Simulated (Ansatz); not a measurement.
# ZrSi2 (MoSi2 type): response to moved atoms and strain

Aim: move atoms of ZrSi2 (MoSi2 type) or strain its cell, and read the forces, the stress and the rise in energy. The start comes from a prototype table, not from a measured structure.

Program: Ansatz 0.2.0. Level of theory: DFT PBE, scalar-relativistic, plane waves, PAW. These are calculated values, not measurements.

1 further run of the same task is left out (it didn't finish). Runs told in other sessions of the task aren't counted.

### Step 1. Starting point

It takes space group I4/mmm (No. 139, tetragonal). The conventional cell has a = 3.288 Å, b = 3.288 Å, c = 9.170 Å, α = 90.00°, β = 90.00°, γ = 90.00°. Zr (site symmetry 4/mmm) has 10 Si at 2.84 to 2.91 Å in its first shell of neighbours. Around Si (site symmetry 4mm) lie 4 Si at 2.57 Å and 5 Zr at 2.84 to 2.91 Å.

As a file:

```
Zr Si
1.0
    -1.64386    1.64386    4.58521
     1.64386   -1.64386    4.58521
     1.64386    1.64386   -4.58521
Zr Si
1 2
Direct
  0.00000 0.00000 0.00000
  0.31004 0.31004 0.00000
  0.68996 0.68996 0.00000
```

This cell comes from an earlier session at PBE: 16.521 Å³/atom at -0.01 GPa, on a 14×14×14 mesh.

The changes: atom 2 (Si) moved 0.12 Å along y; atom 1 (Zr) moved 0.2 Å along z; strain e4 = +0.03, atoms carried along; strain e6 = +0.03, atoms carried along; all atoms moved at random (σ = 0.1 Å), cell strained at random (1 %); all atoms moved at random (σ = 0.15 Å), cell strained at random (1 %).

### Step 2. Atom 2 (Si) moved 0.12 Å along y

File input.yaml:

```yaml
crystal:
  lattice:
    - [-1.6438588907, 1.6438588907, 4.5852081499]
    - [1.6438588907, -1.6438588907, 4.5852081499]
    - [1.6438588907, 1.6438588907, -4.5852081499]
  atoms:
    - { symbol: Zr, position: [0.0, 0.0, 0.0] }
    - { symbol: Si, position: [0.3465422263, 0.3100427431, 0.0364994832] }
    - { symbol: Si, position: [0.6899572569, 0.6899572569, 0.0] }
basis:
  ecutwfc: 420
  ecutrho_ratio: 4
kpoints:
  mp_grid: { grid: [14, 14, 14] }
hamiltonian:
  xc: pbe
scf:
  occupations: { method: gaussian, width: 0.05 }
output:
  forces: true
  stress: true
  eigenvalues: true
  write_density: true
  write_potential: true
  elf: true
  volumetric_format: npy
```

Command:

```
$ ansatz run input.yaml --threads 2 --pin off --max-ram 2662MiB --backend cpu --events-out ev --progress --plain --runs-dir out
```

The program printed, shortened:

```text
Warning: RAYON_NUM_THREADS=2 ignored (pool sized by the plan → 2); use --threads N
[...]
Pseudopotentials: kind: paw
Pseudopotential: Zr, paw, valence charge 12, recommended cutoff 420 eV (normal), Zr.paw.azcp
Pseudopotential: Si, paw, valence charge 4, recommended cutoff 420 eV (normal), Si.paw.azcp
Functional definition: PBE
[...]
Crystal: 3 atoms, lattice volume = 49.562 Å³
Basis set: ecut = 420 eV, 987 PW (Γ), exchange–correlation on 72×72×72 points (8 copies of the dense FFT grid, shifted against one another)
Bands: 14, of which v1, the nominal top of the filled ones, is band 10 counted from 1 (9 counted from 0)
Symmetry: 2 space group operations
Space group: Cm (ITA 8), of the structure as read, at distance tolerance 3.7e-5 Å
k-points: 744 of 2744 (time reversal used)
[...]
SCF iter   1: F=—  HF=-5456.605859 eV  |F-HF|=—  |Δ(HF+E_count)|=         —  Δρ=2.91e-3  dr2=4.10e-3  ethr=1.77e-3  ⟨swp⟩=5.2  Hψ=61488  notcnv=0
[...]
SCF iter   6: F=-5456.605900 eV  HF=-5456.605900 eV  |F-HF|=7.59e-10  |Δ(HF+E_count)|=  3.38e-10  Δρ=1.70e-6  dr2=1.54e-9  ethr=2.66e-10  ⟨swp⟩=5.6  Hψ=58871  notcnv=0
the search or the solves at the SCF's close seem to have found levels that the self-consistency loop had missed (the run counts 1). By its estimate they hold under 1e-12 electrons; where the run keeps them, the occupations were computed again with them
[...]
SCF converged after 6 iterations
Free energy (F): -5456.605900 eV
[...]
E sigma→0 (E₀):  -5456.604393 eV
Entropy (-TS):   -0.003014 eV (-1.005 meV/atom)
Fermi energy:    12.468052 eV
[...]
--- Forces (eV/Å), atoms counted from 1 ---
  atom   1  Zr     0.00000000     0.19849828     0.04372666
  atom   2  Si     0.00000000    -0.45246565     0.04413269
  atom   3  Si     0.00000000     0.25396708    -0.08785958
[...]
--- Stress (GPa, compression-positive) ---
        1.149663       0.000000       0.000000
        0.000000      -0.299409      -0.462105
        0.000000      -0.462106       0.464309
  P = ⅓ Tr σ = 0.4382 GPa (4.382 kbar)
--- Band table (eV; the first three rows and the last of 744) ---
  k-point 0: bands = ["-35.9131", "-14.0605", "-13.7867", "-13.7830", "0.3095", "8.2262", "8.2466", "11.2418", "11.2976", "11.5698", "14.9451", "15.6238", "16.1613", "17.0270"]
[...]
```

Run time: 39 s. Hardware: 2 threads of Arm Neoverse V1, shared host; peak memory 0.83 GiB.

Read off: volume 16.521 Å³/atom, pressure 0.44 GPa, no gap.

Forces on the atoms, as numbers:

```csv
atom,x (eV/Å),y (eV/Å),z (eV/Å)
Zr1,0.000,0.198,0.044
Si2,0.000,-0.452,0.044
Si3,0.000,0.254,-0.088
```

The maps below are laid out on this run's own conventional cell (a, b, c = 9.742, 3.288, 3.288 Å).

Density in a lattice plane of the grid's cell (edges 9.74 and 3.29 Å, at 0.000 of the third edge), which holds Zr and Si.

Ten even steps from '0' (0.11 e/Å³) to '9' (4.07 e/Å³):
```
840000000000000000000038
000000000000000000000001
000000000000000000000000
010000000000000000000000
883000000000000000000004
693000000000000000000039
```
Columns run along the first of these edges and rows up along the second, over one cell in 24 and 6 even steps from the bottom left corner. Atoms in the plane (fractional): Zr at (0.00, 0.00), Si at (0.69, 0.73), Si at (0.31, 0.31).

ELF in the same plane.

Values, 6 rows by 12 columns:
```
0.78 0.21 0.32 0.20 0.28 0.45 0.32 0.71 0.38 0.47 0.46 0.66
0.33 0.31 0.27 0.22 0.59 0.66 0.30 0.75 0.40 0.57 0.41 0.21
0.35 0.32 0.32 0.60 0.49 0.75 0.31 0.74 0.58 0.56 0.30 0.32
0.33 0.22 0.43 0.51 0.42 0.74 0.29 0.58 0.49 0.18 0.27 0.30
0.78 0.67 0.47 0.51 0.44 0.65 0.30 0.40 0.30 0.26 0.34 0.21
0.00 0.66 0.43 0.58 0.54 0.44 0.35 0.50 0.62 0.59 0.45 0.67
```
Columns run along the first of these edges and rows up along the second, over one cell in 12 and 6 even steps from the bottom left corner. Atoms in the plane (fractional): Zr at (0.00, 0.00), Si at (0.69, 0.73), Si at (0.31, 0.31).

Both are smooth fields of the valence electrons: close to the nuclei they are not physical.

Outside the cores ELF peaks at 0.79 beside Si, off the lines to its neighbours, 1.0 Å from Si; 0.76 on the Si–Si line, 1.0 Å from Si; 0.75 on the Si–Zr line, 1.0 Å from Si.

### Step 3. Atom 1 (Zr) moved 0.2 Å along z

input.yaml, as its differences from that of step 2:

```diff
@@ -6,4 +6,4 @@
   atoms:
-    - { symbol: Zr, position: [0.0, 0.0, 0.0] }
-    - { symbol: Si, position: [0.3465422263, 0.3100427431, 0.0364994832] }
+    - { symbol: Zr, position: [0.0218092607, 0.0218092607, 0.0] }
+    - { symbol: Si, position: [0.3100427431, 0.3100427431, 0.0] }
     - { symbol: Si, position: [0.6899572569, 0.6899572569, 0.0] }
@@ -22,5 +22 @@
   eigenvalues: true
-  write_density: true
-  write_potential: true
-  elf: true
-  volumetric_format: npy
```

Command:

```
$ ansatz run input.yaml --threads 2 --pin off --max-ram 2662MiB --backend cpu --events-out ev --progress --plain --runs-dir out
```

The program printed, shortened:

```text
Warning: RAYON_NUM_THREADS=2 ignored (pool sized by the plan → 2); use --threads N
[...]
[... 4 set-up lines as earlier in the session ...]
[...]
Crystal: 3 atoms, lattice volume = 49.562 Å³
Basis set: ecut = 420 eV, 987 PW (Γ), FFT grids on a1+a3, a2+a3, a3, exchange–correlation on 48×48×72 points (8 copies of the dense FFT grid, shifted against one another)
Bands: 14, of which v1, the nominal top of the filled ones, is band 10 counted from 1 (9 counted from 0)
Symmetry: 8 space group operations
Space group: I4mm (ITA 107), of the structure as read, at distance tolerance 3.7e-5 Å
k-points: 244 of 2744 (time reversal used)
[...]
SCF iter   1: F=—  HF=-5456.438837 eV  |F-HF|=—  |Δ(HF+E_count)|=         —  Δρ=3.64e-3  dr2=1.18e-2  ethr=1.77e-3  ⟨swp⟩=5.2  Hψ=20387  notcnv=0
[...]
SCF iter   6: F=-5456.437193 eV  HF=-5456.437193 eV  |F-HF|=1.74e-10  |Δ(HF+E_count)|=   1.39e-9  Δρ=2.13e-6  dr2=1.77e-9  ethr=4.13e-10  ⟨swp⟩=2.9  Hψ=12772  notcnv=0
[...]
SCF converged after 6 iterations
Free energy (F): -5456.437193 eV
[...]
E sigma→0 (E₀):  -5456.435431 eV
Entropy (-TS):   -0.003523 eV (-1.174 meV/atom)
Fermi energy:    12.436220 eV
[...]
--- Forces (eV/Å), atoms counted from 1 ---
  atom   1  Zr     0.00000000     0.00000000    -1.97159428
  atom   2  Si    -0.00000000    -0.00000000     1.06461111
  atom   3  Si     0.00000000     0.00000000     0.90699170
[...]
--- Stress (GPa, compression-positive) ---
        1.620563       0.000000      -0.000000
        0.000000       1.620563       0.000000
       -0.000000      -0.000000       3.700050
  P = ⅓ Tr σ = 2.3137 GPa (23.137 kbar)
--- Band table (eV; the first three rows and the last of 244) ---
  k-point 0: bands = ["-35.8894", "-14.0605", "-13.7714", "-13.7714", "0.3372", "7.8425", "8.5967", "11.2209", "11.2209", "11.4874", "14.9551", "15.7697", "16.0935", "17.2092"]
[...]
```

It took 8.3 s on 2 threads of Arm Neoverse V1, shared host; peak memory 0.48 GiB.

Read off: volume 16.521 Å³/atom, pressure 2.31 GPa, no gap.

Forces on the atoms, as numbers:

```csv
atom,x (eV/Å),y (eV/Å),z (eV/Å)
Zr1,0.000,0.000,-1.972
Si2,0.000,0.000,1.065
Si3,0.000,0.000,0.907
```

### Step 4. Strain e4 = +0.03, atoms carried along

File input.yaml:

```yaml
crystal:
  lattice:
    - [-1.6438588907, 1.7126370129, 4.6098660333]
    - [1.6438588907, -1.5750807685, 4.5605502665]
    - [1.6438588907, 1.5750807685, -4.5605502665]
  atoms:
    - { symbol: Zr, position: [0.0, 0.0, 0.0] }
    - { symbol: Si, position: [0.3100427431, 0.3100427431, 0.0] }
    - { symbol: Si, position: [0.6899572569, 0.6899572569, 0.0] }
basis:
  ecutwfc: 420
  ecutrho_ratio: 4
kpoints:
  mp_grid: { grid: [14, 14, 14] }
hamiltonian:
  xc: pbe
scf:
  occupations: { method: gaussian, width: 0.05 }
output:
  forces: true
  stress: true
  eigenvalues: true
```

Command:

```
$ ansatz run input.yaml --threads 2 --pin off --max-ram 2662MiB --backend cpu --events-out ev --progress --plain --runs-dir out
```

The program printed, shortened:

```text
Warning: RAYON_NUM_THREADS=2 ignored (pool sized by the plan → 2); use --threads N
[...]
[... 4 set-up lines as earlier in the session ...]
[...]
Crystal: 3 atoms, lattice volume = 49.551 Å³
Basis set: ecut = 420 eV, 983 PW (Γ), FFT grids on a1+a3, a2+a3, a3, exchange–correlation on 48×48×72 points (8 copies of the dense FFT grid, shifted against one another)
Bands: 14, of which v1, the nominal top of the filled ones, is band 10 counted from 1 (9 counted from 0)
Symmetry: 4 space group operations
Space group: C2/m (ITA 12), of the structure as read, at distance tolerance 3.7e-5 Å
k-points: 744 of 2744
[...]
SCF converged after 6 iterations
Free energy (F): -5456.619427 eV
[...]
E sigma→0 (E₀):  -5456.617958 eV
Entropy (-TS):   -0.002938 eV (-0.979 meV/atom)
Fermi energy:    12.482259 eV
[...]
--- Forces (eV/Å), atoms counted from 1 ---
  atom   1  Zr     0.00000000     0.00000000     0.00000000
  atom   2  Si     0.00000000    -0.04149205    -0.00380323
  atom   3  Si     0.00000000     0.04149205     0.00380323
[...]
--- Stress (GPa, compression-positive) ---
        0.237149       0.000000       0.000000
        0.000000       0.022979      -3.174874
        0.000000      -3.174874       0.113632
  P = ⅓ Tr σ = 0.1246 GPa (1.246 kbar)
--- Band table (eV; the first three rows and the last of 744) ---
  k-point 0: bands = ["-35.9065", "-14.0523", "-13.7792", "-13.7783", "0.3241", "8.2350", "8.2517", "11.2198", "11.2693", "11.6356", "14.9932", "15.6933", "16.1700", "17.0585"]
[...]
```

Run time: 18 s. Hardware: 2 threads of Arm Neoverse V1, shared host; peak memory 0.7 GiB.

In short: volume 16.517 Å³/atom, pressure 0.12 GPa, a metal on this mesh.

Forces on the atoms, as numbers:

| atom | x (eV/Å) | y (eV/Å) | z (eV/Å) |
| --- | --- | --- | --- |
| Si2 | 0.000 | -0.041 | -0.004 |
| Si3 | 0.000 | 0.041 | 0.004 |

### Step 5. Strain e6 = +0.03, atoms carried along

input.yaml, as its differences from that of step 4:

```diff
@@ -2,5 +2,5 @@
   lattice:
-    - [-1.6438588907, 1.7126370129, 4.6098660333]
-    - [1.6438588907, -1.5750807685, 4.5605502665]
-    - [1.6438588907, 1.5750807685, -4.5605502665]
+    - [-1.6192010073, 1.6192010073, 4.5852081499]
+    - [1.6192010073, -1.6192010073, 4.5852081499]
+    - [1.6685167741, 1.6685167741, -4.5852081499]
   atoms:
```

Command:

```
$ ansatz run input.yaml --threads 2 --pin off --max-ram 2662MiB --backend cpu --events-out ev --progress --plain --runs-dir out
```

The program printed, shortened:

```text
Warning: RAYON_NUM_THREADS=2 ignored (pool sized by the plan → 2); use --threads N
[...]
[... 4 set-up lines as earlier in the session ...]
[...]
Crystal: 3 atoms, lattice volume = 49.551 Å³
Basis set: ecut = 420 eV, 979 PW (Γ), FFT grids on a1+a3, a2+a3, −a2, exchange–correlation on 48×48×72 points (8 copies of the dense FFT grid, shifted against one another)
Bands: 14, of which v1, the nominal top of the filled ones, is band 10 counted from 1 (9 counted from 0)
[... 1 set-up line as earlier in the session ...]
Space group: Fmmm (ITA 69), of the structure as read, at distance tolerance 3.7e-5 Å
k-points: 428 of 2744
[...]
SCF iter   1: F=—  HF=-5456.633665 eV  |F-HF|=—  |Δ(HF+E_count)|=         —  Δρ=3.12e-3  dr2=5.17e-3  ethr=1.77e-3  ⟨swp⟩=5.2  Hψ=35257  notcnv=0
[...]
SCF iter   6: F=-5456.633432 eV  HF=-5456.633432 eV  |F-HF|=4.62e-10  |Δ(HF+E_count)|=   1.24e-9  Δρ=1.52e-6  dr2=1.12e-9  ethr=2.44e-10  ⟨swp⟩=2.5  Hψ=20324  notcnv=0
[...]
SCF converged after 6 iterations
Free energy (F): -5456.633432 eV
[...]
E sigma→0 (E₀):  -5456.632121 eV
Entropy (-TS):   -0.002622 eV (-0.874 meV/atom)
Fermi energy:    12.488635 eV
[...]
--- Forces (eV/Å), atoms counted from 1 ---
  atom   1  Zr     0.00000000     0.00000000    -0.00000000
  atom   2  Si    -0.00000000     0.00000000     0.00942869
  atom   3  Si     0.00000000    -0.00000000    -0.00942869
[...]
--- Stress (GPa, compression-positive) ---
        0.008827      -0.372383       0.000000
       -0.372383       0.008827       0.000000
        0.000000       0.000000       0.201205
  P = ⅓ Tr σ = 0.0730 GPa (0.730 kbar)
--- Band table (eV; the first three rows and the last of 428) ---
  k-point 0: bands = ["-35.9128", "-14.0585", "-13.8117", "-13.7570", "0.3227", "8.2328", "8.2472", "11.0600", "11.4961", "11.5818", "15.0110", "15.7074", "16.1379", "17.0842"]
[...]
```

Wall time 8.2 s (2 threads of Arm Neoverse V1, shared host); peak memory 0.53 GiB.

Read off: volume 16.517 Å³/atom, pressure 0.07 GPa, no gap.

### Step 6. All atoms moved at random (σ = 0.1 Å), cell strained at random (1 %)

File input.yaml:

```yaml
crystal:
  lattice:
    - [-1.6259925918, 1.627461225, 4.6211899521]
    - [1.6755856381, -1.5779486265, 4.6212187937]
    - [1.6716553001, 1.6236113348, -4.6034390185]
  atoms:
    - { symbol: Zr, position: [-0.0061457298, -0.0490163607, -0.020619369] }
    - { symbol: Si, position: [0.3092350693, 0.34125903, 0.014805889] }
    - { symbol: Si, position: [0.6969106605, 0.7077573307, 0.00581348] }
basis:
  ecutwfc: 420
  ecutrho_ratio: 4
kpoints:
  mp_grid: { grid: [14, 14, 14] }
hamiltonian:
  xc: pbe
scf:
  occupations: { method: gaussian, width: 0.05 }
output:
  forces: true
  stress: true
  eigenvalues: true
```

Command:

```
$ ansatz run input.yaml --threads 2 --pin off --max-ram 2662MiB --backend cpu --events-out ev --progress --plain --runs-dir out
```

The program printed, shortened:

```text
Warning: RAYON_NUM_THREADS=2 ignored (pool sized by the plan → 2); use --threads N
[...]
[... 4 set-up lines as earlier in the session ...]
[...]
Crystal: 3 atoms, lattice volume = 50.276 Å³
Basis set: ecut = 420 eV, 997 PW (Γ), FFT grids on a1+a3, a2+a3, a3, exchange–correlation on 48×48×72 points (8 copies of the dense FFT grid, shifted against one another)
Bands: 14, of which v1, the nominal top of the filled ones, is band 10 counted from 1 (9 counted from 0)
Symmetry: 1 space group operations
Space group: P1 (ITA 1), of the structure as read, at distance tolerance 3.7e-5 Å
k-points: 1376 of 2744 (time reversal used)
[...]
SCF iter   1: F=—  HF=-5456.283490 eV  |F-HF|=—  |Δ(HF+E_count)|=         —  Δρ=3.77e-3  dr2=1.17e-2  ethr=1.77e-3  ⟨swp⟩=5.2  Hψ=115267  notcnv=0
[...]
SCF iter   6: F=-5456.282032 eV  HF=-5456.282032 eV  |F-HF|=8.00e-11  |Δ(HF+E_count)|=   4.39e-9  Δρ=2.35e-6  dr2=2.30e-9  ethr=3.97e-10  ⟨swp⟩=2.7  Hψ=72634  notcnv=0
[...]
SCF converged after 6 iterations
Free energy (F): -5456.282032 eV
[...]
E sigma→0 (E₀):  -5456.280567 eV
Entropy (-TS):   -0.002929 eV (-0.976 meV/atom)
Fermi energy:    12.257173 eV
[...]
--- Forces (eV/Å), atoms counted from 1 ---
  atom   1  Zr     0.75419245    -0.35319549     2.37960381
  atom   2  Si    -0.87117984     0.38800910    -1.08152414
  atom   3  Si     0.11698620    -0.03481332    -1.29808714
[...]
--- Stress (GPa, compression-positive) ---
        1.447749      -1.482732       1.514176
       -1.482732       1.813931      -1.932538
        1.514176      -1.932538       3.421528
  P = ⅓ Tr σ = 2.2277 GPa (22.277 kbar)
--- Band table (eV; the first three rows and the last of 1376) ---
  k-point 0: bands = ["-36.1362", "-14.3140", "-14.0628", "-13.9812", "0.1868", "7.5886", "8.4702", "10.6928", "11.1706", "11.4258", "14.4198", "15.5536", "15.7513", "16.7455"]
[...]
```

It took 46 s on 2 threads of Arm Neoverse V1, shared host; peak memory 1.3 GiB.

This gives: volume 16.759 Å³/atom, pressure 2.23 GPa, a metal on this mesh.

Forces on the atoms, as numbers:

```
atom  x (eV/Å)  y (eV/Å)  z (eV/Å)
 Zr1     0.754    -0.353     2.380
 Si2    -0.871     0.388    -1.082
 Si3     0.117    -0.035    -1.298
```

### Step 7. All atoms moved at random (σ = 0.15 Å), cell strained at random (1 %)

File input.yaml:

```yaml
crystal:
  lattice:
    - [-1.589739795, 1.6316585812, 4.5164985031]
    - [1.6652139638, -1.6583667696, 4.5531322547]
    - [1.6191420957, 1.6877690703, -4.5260737484]
  atoms:
    - { symbol: Zr, position: [-0.0185343826, -0.032153915, -0.0444231553] }
    - { symbol: Si, position: [0.372088933, 0.3202308726, 0.0428163709] }
    - { symbol: Si, position: [0.6464454496, 0.7119230424, 0.0016067844] }
basis:
  ecutwfc: 420
  ecutrho_ratio: 4
kpoints:
  mp_grid: { grid: [14, 14, 14] }
hamiltonian:
  xc: pbe
scf:
  occupations: { method: gaussian, width: 0.05 }
output:
  forces: true
  stress: true
  eigenvalues: true
```

Command:

```
$ ansatz run input.yaml --threads 2 --pin off --max-ram 2662MiB --backend cpu --events-out ev --progress --plain --runs-dir out
```

The program printed, shortened:

```text
Warning: RAYON_NUM_THREADS=2 ignored (pool sized by the plan → 2); use --threads N
[...]
[... 4 set-up lines as earlier in the session ...]
[...]
Crystal: 3 atoms, lattice volume = 49.432 Å³
Basis set: ecut = 420 eV, 977 PW (Γ), FFT grids on a1+a3, a2+a3, −a1, exchange–correlation on 48×48×72 points (8 copies of the dense FFT grid, shifted against one another)
Bands: 14, of which v1, the nominal top of the filled ones, is band 10 counted from 1 (9 counted from 0)
[... 2 set-up lines as earlier in the session ...]
k-points: 1376 of 2744 (time reversal used)
[...]
SCF iter   1: F=—  HF=-5456.353996 eV  |F-HF|=—  |Δ(HF+E_count)|=         —  Δρ=3.86e-3  dr2=9.86e-3  ethr=1.77e-3  ⟨swp⟩=5.2  Hψ=114640  notcnv=0
[...]
SCF iter   6: F=-5456.352544 eV  HF=-5456.352544 eV  |F-HF|=4.91e-11  |Δ(HF+E_count)|=   3.08e-9  Δρ=1.57e-6  dr2=8.92e-10  ethr=1.52e-10  ⟨swp⟩=2.4  Hψ=66304  notcnv=0
[...]
SCF converged after 6 iterations
Free energy (F): -5456.352544 eV
[...]
E sigma→0 (E₀):  -5456.351170 eV
Entropy (-TS):   -0.002749 eV (-0.916 meV/atom)
Fermi energy:    12.343272 eV
[...]
--- Forces (eV/Å), atoms counted from 1 ---
  atom   1  Zr     0.70969383     0.46124826     0.40746153
  atom   2  Si     0.00432473    -0.86178920    -1.01833819
  atom   3  Si    -0.71401904     0.40054224     0.61087406
[...]
--- Stress (GPa, compression-positive) ---
        4.845131      -1.921192      -2.019086
       -1.921192       3.097179       2.484192
       -2.019085       2.484192       3.634549
  P = ⅓ Tr σ = 3.8590 GPa (38.590 kbar)
--- Band table (eV; the first three rows and the last of 1376) ---
  k-point 0: bands = ["-35.7727", "-13.9529", "-13.7036", "-13.6580", "0.5959", "7.8148", "8.2141", "11.2731", "11.3899", "11.7432", "15.0600", "15.6431", "15.9461", "17.0140"]
[...]
```

Run time: 48 s. Hardware: 2 threads of Arm Neoverse V1, shared host; peak memory 1.3 GiB.

Result: volume 16.477 Å³/atom, pressure 3.86 GPa, a metal on this mesh.

Forces on the atoms, as numbers:

```csv
atom,x (eV/Å),y (eV/Å),z (eV/Å)
Zr1,0.710,0.461,0.407
Si2,0.004,-0.862,-1.018
Si3,-0.714,0.401,0.611
```

### Step 8. The distortions side by side

| change | change of free energy (meV/atom) | largest force (eV/Å) | largest change of stress (GPa) |
| --- | --- | --- | --- |
| atom 2 (Si) moved 0.12 Å along y | 9.45 | 0.455 | 1.18 |
| atom 1 (Zr) moved 0.2 Å along z | 65.69 | 1.972 | 3.68 |
| strain e4 = +0.03, atoms carried along | 4.94 | 0.042 | 3.17 |
| strain e6 = +0.03, atoms carried along | 0.27 | 0.009 | 0.37 |
| all atoms moved at random (σ = 0.1 Å), cell strained at random (1 %) | 117.41 | 2.521 | 3.40 |
| all atoms moved at random (σ = 0.15 Å), cell strained at random (1 %) | 93.90 | 1.334 | 4.88 |

Moving atom 2 by 0.12 Å meets a restoring force of 0.452 eV/Å along the move, a force constant of about 3.8 eV/Å². Moving atom 1 by 0.20 Å meets a restoring force of 1.972 eV/Å along the move, a force constant of about 9.9 eV/Å². The strain e4 = +0.03 changes that stress component by -3.17 GPa (compression positive), a ratio of 106 GPa; that is a secant over a finite strain with the atoms carried along, not the elastic constant. The strain e6 = +0.03 changes that stress component by -0.37 GPa (compression positive), a ratio of 12 GPa; that is a secant over a finite strain with the atoms carried along, not the elastic constant. No change lowers the energy by more than 0.5 meV/atom; other distortions weren't tried.
